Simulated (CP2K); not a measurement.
# In (I4/mmm) in CP2K: reference runs

How does In come out in PBE? The cell is run as given and disturbed.

All numbers are computed with CP2K 2026.2; they aren't measurements. Logs are shortened: lines on timing, memory, paths and dates and some standing lists are left out, and cuts for length are marked.

### 1 Starting point

It takes space group I4/mmm (No. 139, tetragonal). Conventional cell: a = 3.251 Å, b = 3.251 Å, c = 4.947 Å, α = 90.00°, β = 90.00°, γ = 90.00°. Around In (site symmetry 4/mmm) lie 12 In at 3.25 to 3.38 Å.

### 2 Single point, PBE

in_scf.inp

```
&GLOBAL
  PROJECT in_scf
  RUN_TYPE ENERGY_FORCE
  PRINT_LEVEL LOW
&END GLOBAL
&FORCE_EVAL
  METHOD QS
  STRESS_TENSOR ANALYTICAL
  &DFT
    BASIS_SET_FILE_NAME BASIS_MOLOPT_UZH
    POTENTIAL_FILE_NAME POTENTIAL_UZH
    &MGRID
      CUTOFF 450
      REL_CUTOFF 60
      NGRIDS 4
    &END MGRID
    &QS
      METHOD GPW
      EPS_DEFAULT 1.0E-10
    &END QS
    &KPOINTS
      SCHEME MONKHORST-PACK 11 11 11
      GAMMA_CENTERED T
      SYMMETRY T
      SYMMETRY_BACKEND SPGLIB
    &END KPOINTS
    &SCF
      SCF_GUESS ATOMIC
      EPS_SCF 1.0E-6
      MAX_SCF 100
      ADDED_MOS 8
      CHOLESKY OFF
      EPS_EIGVAL 1.0E-7
      &DIAGONALIZATION ON
        ALGORITHM STANDARD
      &END DIAGONALIZATION
      &MIXING ON
        METHOD BROYDEN_MIXING
        ALPHA 0.4
        BETA 1.5
        NBUFFER 8
      &END MIXING
      &SMEAR ON
        METHOD FERMI_DIRAC
        ELECTRONIC_TEMPERATURE [K] 580.226
      &END SMEAR
    &END SCF
    &XC
      &XC_FUNCTIONAL PBE
      &END XC_FUNCTIONAL
    &END XC
    &PRINT
      &KPOINTS ON
      &END KPOINTS
      &MULLIKEN ON
      &END MULLIKEN
      &MO ON
        ENERGIES T
        OCCUPATION_NUMBERS T
        &EACH
          QS_SCF 0
        &END EACH
        ADD_LAST NUMERIC
      &END MO
      &LOWDIN ON
      &END LOWDIN
      &HIRSHFELD ON
        SHAPE_FUNCTION DENSITY
      &END HIRSHFELD
    &END PRINT
  &END DFT
  &SUBSYS
    &CELL
      A 3.3769064440 0.0000000000 0.0000000000
      B 0.2472340475 3.3678438885 0.0000000000
      C -1.8120702458 -1.6839219443 2.2987617192
      PERIODIC XYZ
    &END CELL
    &COORD
      SCALED
      In  0.0000000000 0.0000000000 0.0000000000
    &END COORD
    &KIND In
      BASIS_SET TZVP-MOLOPT-PBE-GTH-q13
      POTENTIAL GTH-PBE-q13
    &END KIND
    &PRINT
      &ATOMIC_COORDINATES ON
      &END ATOMIC_COORDINATES
      &CELL ON
      &END CELL
    &END PRINT
  &END SUBSYS
  &PRINT
    &FORCES ON
    &END FORCES
    &STRESS_TENSOR ON
    &END STRESS_TENSOR
  &END PRINT
&END FORCE_EVAL
```

Potentials or basis: POTENTIAL_UZH In GTH-PBE-q13; TZVP-MOLOPT-PBE-GTH basis.

Run with:

```console
> OMP_NUM_THREADS=1 cp2k.psmp -i in_scf.inp -o in_scf.out
```

in_scf.out:

```text

 CP2K| version string:                                       CP2K version 2026.2
 CP2K| Input file name                                                in_scf.inp

 GLOBAL| Force Environment number                                              1
 GLOBAL| Basis set file name                                    BASIS_MOLOPT_UZH
 GLOBAL| Potential file name                                       POTENTIAL_UZH
 GLOBAL| MM Potential file name                                     MM_POTENTIAL
 GLOBAL| Coordinate file name                                      __STD_INPUT__
 GLOBAL| Method name                                                        CP2K
 GLOBAL| Project name                                                     in_scf
 GLOBAL| Run type                                                   ENERGY_FORCE
 GLOBAL| FFT library                                                       FFTW3
 GLOBAL| Diagonalization library                                       ScaLAPACK
 GLOBAL| Cholesky decomposition library                                ScaLAPACK
 GLOBAL| DGEMM library                                                      BLAS
 GLOBAL| Direct generalized diagonalization requested                          F
 GLOBAL| Matrix multiplication library                                 ScaLAPACK
 GLOBAL| Global print level                                                  LOW
 GLOBAL| Total number of message passing processes                             1
 GLOBAL| Number of threads for this process                                    1
 GLOBAL| CPU model name                                                  UNKNOWN

 CELL| Volume [angstrom^3]:                                            26.143573
 CELL| Vector a [angstrom]:       3.377     0.000     0.000   |a| =     3.376906
 CELL| Vector b [angstrom]:       0.247     3.368     0.000   |b| =     3.376906
 CELL| Vector c [angstrom]:      -1.812    -1.684     2.299   |c| =     3.376906
 CELL| Angle (b,c), alpha [degree]:                                   122.452932
 CELL| Angle (a,c), beta  [degree]:                                   122.452932
 CELL| Angle (a,b), gamma [degree]:                                    85.801437
 CELL| Numerically orthorhombic:                                              NO
 CELL| Periodicity                                                           XYZ

 CELL_REF| Volume [angstrom^3]:                                        26.143573
 CELL_REF| Vector a [angstrom     3.377     0.000     0.000   |a| =     3.376906
 CELL_REF| Vector b [angstrom     0.247     3.368     0.000   |b| =     3.376906
 CELL_REF| Vector c [angstrom    -1.812    -1.684     2.299   |c| =     3.376906
 CELL_REF| Angle (b,c), alpha [degree]:                               122.452932
 CELL_REF| Angle (a,c), beta  [degree]:                               122.452932
 CELL_REF| Angle (a,b), gamma [degree]:                                85.801437
 CELL_REF| Numerically orthorhombic:                                          NO
 CELL_REF| Periodicity                                                       XYZ

 GENERATE|  Preliminary Number of Bonds generated:                             0
 GENERATE|  Achieved consistency in connectivity generation.

 *******************************************************************************
 *******************************************************************************
 **            Copyright (C) by CP2K developers group (2000-2026)             **
 *******************************************************************************

 TOTAL NUMBERS AND MAXIMUM NUMBERS

  Total number of            - Atomic kinds:                                   1
                             - Atoms:                                          1
                             - Shell sets:                                     1
                             - Shells:                                        10
                             - Primitive Cartesian functions:                  6
                             - Cartesian basis functions:                     40
                             - Spherical basis functions:                     34

  Maximum angular momentum of- Orbital basis functions:                        3
                             - Local part of the GTH pseudopotential:          0
                             - Non-local part of the GTH pseudopotential:      4

 MODULE QUICKSTEP: ATOMIC COORDINATES IN ANGSTROM

   Atom Kind Element         X             Y             Z       Z(eff)     Mass
      1    1 In   49      0.000000      0.000000      0.000000  13.0000 114.8180

 SCF PARAMETERS         Density guess:                                    ATOMIC
[... 81 lines left out ...]
 Number of electrons:                                                         13
 Number of occupied orbitals:                                                  7
 Number of molecular orbitals:                                                15

 Number of orbital functions:                                                 34
 Number of independent orbital functions:                                     34

 SCF WAVEFUNCTION OPTIMIZATION

  Step     Update method      Time    Convergence         Total energy    Change
  ------------------------------------------------------------------------------
     1 NoMix/Diag. 0.40E+00   10.0     0.52949926       -56.3867266731 -5.64E+01
     2 Broy./Diag. 0.40E+00    7.9     0.00862062       -56.4389822059 -5.23E-02
     3 Broy./Diag. 0.40E+00    7.8     0.03248385       -56.3823713353  5.66E-02
     4 Broy./Diag. 0.40E+00    7.9     0.00840055       -56.3173790313  6.50E-02
     5 Broy./Diag. 0.40E+00    8.0     0.00631192       -56.3220013258 -4.62E-03
     6 Broy./Diag. 0.40E+00    8.2     0.00083469       -56.3216328253  3.69E-04
     7 Broy./Diag. 0.40E+00    8.2     0.00012071       -56.3208444375  7.88E-04
     8 Broy./Diag. 0.40E+00    8.0     0.00037152       -56.3209162622 -7.18E-05
     9 Broy./Diag. 0.40E+00    8.0     0.00000807       -56.3210153959 -9.91E-05
    10 Broy./Diag. 0.40E+00    8.0     0.00000592       -56.3210146409  7.55E-07
    11 Broy./Diag. 0.40E+00    7.9     0.00000192       -56.3210127556  1.89E-06
    12 Broy./Diag. 0.40E+00    8.1     0.00000035       -56.3210125241  2.32E-07

  *** SCF run converged in    12 steps ***

  Electronic density on regular grids:        -12.9999999976        0.0000000024
  Core density on regular grids:               12.9999999987       -0.0000000013
  Total charge density on r-space grids:        0.0000000011
  Total charge density g-space grids:           0.0000000011

  Overlap energy of the core charge distribution:               0.00000000000002
  Self energy of the core charge distribution:                -89.96226007917734
  Core Hamiltonian energy:                                     28.12294396497269
  Hartree energy:                                              12.95231897438359
  Exchange-correlation energy:                                 -7.43387261010639
  Electronic entropic energy:                                  -0.00014277423496
  Fermi energy:                                                 0.25602530901947

  Total energy:                                               -56.32101252410453
  Total energy (extrapolated to T->0):                        -56.32094113698705

 MO| EIGENVALUES AND OCCUPATION NUMBERS FOR K POINT 1
 MO|
 MO|  Index      Eigenvalue [a.u.]        Eigenvalue [eV]             Occupation
 MO|      1              -0.292594              -7.961887               2.000000
 MO|      2              -0.288427              -7.848494               2.000000
 MO|      3              -0.274865              -7.479462               2.000000
 MO|      4              -0.273874              -7.452487               2.000000
 MO|      5              -0.272570              -7.417010               2.000000
 MO|      6               0.117334               3.192822               2.000000
 MO|      7               0.206675               5.623901               2.000000
 MO|      8               0.384921              10.474230               0.000000
 MO|      9               0.390471              10.625264               0.000000
 MO|     10               0.625881              17.031075               0.000000
 MO|     11               0.628015              17.089149               0.000000
 MO|     12               1.073726              29.217573               0.000000
 MO|     13               1.143113              31.105700               0.000000
[... 262 lines left out ...]
 MO|      3              -0.279910              -7.616740               2.000000
 MO|      4              -0.278079              -7.566912               2.000000
 MO|      5              -0.274215              -7.461770               2.000000
 MO|      6               0.122883               3.343815               2.000000
 MO|      7               0.186555               5.076423               2.000000
 MO|      8               0.370777              10.089363               0.000000
 MO|      9               0.422340              11.492457               0.000000
 MO|     10               0.665395              18.106332               0.000000
 MO|     11               0.830899              22.609923               0.000000
 MO|     12               0.917229              24.959058               0.000000
 MO|     13               0.948952              25.822306               0.000000
 MO|     14               1.018306              27.709513               0.000000
 MO|     15               1.123249              30.565150               0.000000
 MO| Sum:                                                              14.000000
 MO| E(Fermi):            0.256025 a.u.          6.966803 eV
 MO| Band gap:            0.184222 a.u.          5.012940 eV

 [... the levels of further k-points ...]

 !-----------------------------------------------------------------------------!
                     Mulliken Population Analysis

 #  Atom  Element  Kind  Atomic population                           Net charge
       1     In       1         13.000000                             -0.000000
 # Total charge                             13.000000                 -0.000000

 !-----------------------------------------------------------------------------!

 !-----------------------------------------------------------------------------!
                           Hirshfeld Charges

  #Atom  Element  Kind  Ref Charge     Population                    Net charge
      1       In     1      13.000         13.000                        -0.000

  Total Charge                                                           -0.000
 !-----------------------------------------------------------------------------!

 LOWDIN POPULATION ANALYSIS

 #  Atom  Element  Kind  Atomic population                           Net charge
       1     In       1         13.000000                             -0.000000
 # Total charge                             13.000000                 -0.000000

 ENERGY| Total FORCE_EVAL ( QS ) energy [hartree]            -56.321012771819660

 FORCES| Atomic forces [hartree/bohr]
 FORCES|   Atom     x               y               z               |f|
 FORCES|      1  2.09198957E-14  1.83272091E-14 -2.17169893E-14   3.52867716E-14
 FORCES| Sum     2.09198957E-14  1.83272091E-14 -2.17169893E-14
 FORCES| Total atomic force                                       3.52867716E-14

 STRESS| Analytical stress tensor [bar]
 STRESS|                        x                   y                   z
 STRESS|      x        2.23965021441E+04  -2.46879183855E+03   1.25295986732E-01
 STRESS|      y       -2.46879183855E+03   2.27591026260E+04   2.26075441658E-01
 STRESS|      z        1.25295986732E-01   2.26075441658E-01   2.50537086924E+04
 STRESS| 1/3 Trace                                             2.34031044875E+04
 STRESS| Determinant                                           1.26177832131E+13

 STRESS| Eigenvectors and eigenvalues of the analytical stress tensor [bar]
 STRESS|                        1                   2                   3
 STRESS| Eigenvalues   2.01023624283E+04   2.50532288849E+04   2.50537221494E+04
 STRESS|      x           0.732543377423     -0.671385156139     -0.112348441508
 STRESS|      y           0.680720352077      0.722485461894      0.120973383935
 STRESS|      z          -0.000049618606     -0.165096121905      0.986277480261
```

It took 1.9 min on 1 thread of Arm Neoverse V1, shared host; peak memory 0.31 GiB.

What came out:

| Item | Value |
| --- | --- |
| Free energy | -1532.5727 eV |
| Pressure | 2.3 GPa |
| Band gap on the k mesh | none (metal or under the smearing width) |

Caveat: the basis of atomic orbitals isn't converged, which shifts pressures, moduli and gaps.

### 3 Single point, PBE (cell strained at random at fixed volume)

in_scf.inp, as its differences from that of step 2:

```diff
@@ -48,3 +48,7 @@
     &XC
-      &XC_FUNCTIONAL PBE
+      &XC_FUNCTIONAL
+        &GGA_X_PBE
+        &END GGA_X_PBE
+        &GGA_C_PBE
+        &END GGA_C_PBE
       &END XC_FUNCTIONAL
@@ -73,5 +77,5 @@
     &CELL
-      A 3.3769064440 0.0000000000 0.0000000000
-      B 0.2472340475 3.3678438885 0.0000000000
-      C -1.8120702458 -1.6839219443 2.2987617192
+      A 3.3317701470 0.0000000000 0.0000000000
+      B 0.2190786921 3.3918812606 0.0000000000
+      C -1.8398684125 -1.6663142072 2.3133922850
       PERIODIC XYZ
@@ -80,3 +84,3 @@
       SCALED
-      In  0.0000000000 0.0000000000 0.0000000000
+      In  -0.0085280000 0.0031470000 -0.0000280000
     &END COORD
```

Potentials or basis: POTENTIAL_UZH In GTH-PBE-q13; TZVP-MOLOPT-PBE-GTH basis.

Run with:

```console
> OMP_NUM_THREADS=1 cp2k.psmp -i in_scf.inp -o in_scf.out
```

Run time: 2.9 min. Hardware: 1 thread of Arm Neoverse V1, shared host; peak memory 0.36 GiB.

It converged, with:

- Free energy: -1532.5711 eV
- Pressure: 2.4 GPa
- Band gap on the k mesh: none (metal or under the smearing width)

Stress tensor (GPa, compression positive):
```
 2.41 -0.40  0.52
-0.40  2.04 -0.30
 0.52 -0.30  2.63
```

Levels at points of the mesh, in eV from the Fermi level:
| k point | band 3 | band 4 | band 5 | band 6 | band 7 | band 8 | band 9 | band 10 |
| --- | --- | --- | --- | --- | --- | --- | --- | --- |
| (0.00, 0.00, 0.00) | -14.66 | -14.58 | -14.50 | -9.59 | 10.14 | 10.55 | 11.08 | 14.03 |

Caveat: the basis of atomic orbitals isn't converged, which shifts pressures, moduli and gaps.
